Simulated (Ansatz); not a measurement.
LaAlO3 (cubic perovskite)

```yaml
crystal:
  lattice:
    - [3.81241, 0.00000, 0.00000]
    - [0.00000, 3.81241, 0.00000]
    - [0.00000, 0.00000, 3.81241]
  atoms:
    - { symbol: La, position: [0.00000, 0.00000, 0.00000] }
    - { symbol: Al, position: [0.50000, 0.50000, 0.50000] }
    - { symbol: O, position: [0.00000, 0.50000, 0.50000] }
    - { symbol: O, position: [0.50000, 0.50000, 0.00000] }
    - { symbol: O, position: [0.50000, 0.00000, 0.50000] }
```

Scan: atom 3 (O, nearest neighbour Al at 1.906 Å; its periodic images, 3.8 Å or more away, move with it) is displaced along Cartesian x, direction (1.000, 0.000, 0.000) in Cartesian axes, by s. The other atoms stay.

These are PBE (plane waves to 420 eV, PAW, scalar-relativistic; Ansatz, a quantum-chemistry and plane-wave program) values and carry that method's errors. k mesh 7×7×7 (Γ-centred), Fermi-Dirac smearing 0.05 eV. E stands for the smeared free energy. LaAlO3 is run without spin polarisation. LaAlO3 was relaxed with its symmetry unable to fall. This is a high-temperature form of LaAlO3. The zero of ΔE is the undisplaced structure.

```json
[
 {"s (Å)": "-0.380", "ΔE (meV/cell)": "1866"},
 {"s (Å)": "-0.304", "ΔE (meV/cell)": "withheld"},
 {"s (Å)": "-0.228", "ΔE (meV/cell)": "558"},
 {"s (Å)": "-0.152", "ΔE (meV/cell)": "234"},
 {"s (Å)": "-0.076", "ΔE (meV/cell)": "56"},
 {"s (Å)": "0.000", "ΔE (meV/cell)": "0"},
 {"s (Å)": "0.076", "ΔE (meV/cell)": "56"},
 {"s (Å)": "0.152", "ΔE (meV/cell)": "234"},
 {"s (Å)": "0.228", "ΔE (meV/cell)": "558"},
 {"s (Å)": "0.304", "ΔE (meV/cell)": "withheld"},
 {"s (Å)": "0.380", "ΔE (meV/cell)": "1866"}
]
```

Q: Fit an even polynomial form (powers 2, 4) to the given rows and predict ΔE at s = -0.304.

A: Least squares on the 9 given rows: ΔE = (9528)·s² + (23510)·s⁴, in meV/cell with s in Å; root-mean-square residual 0.7 meV/cell. At -0.304 the fit gives 1081 meV/cell; the calculation gives 1078 meV/cell, so the interpolation is off by 3 (+0.3 %). The quadratic term alone would give 881 meV/cell.

(For displaced atoms, the force is minus the slope of the energy, and its curvature is a force constant, which sets phonon frequencies.)
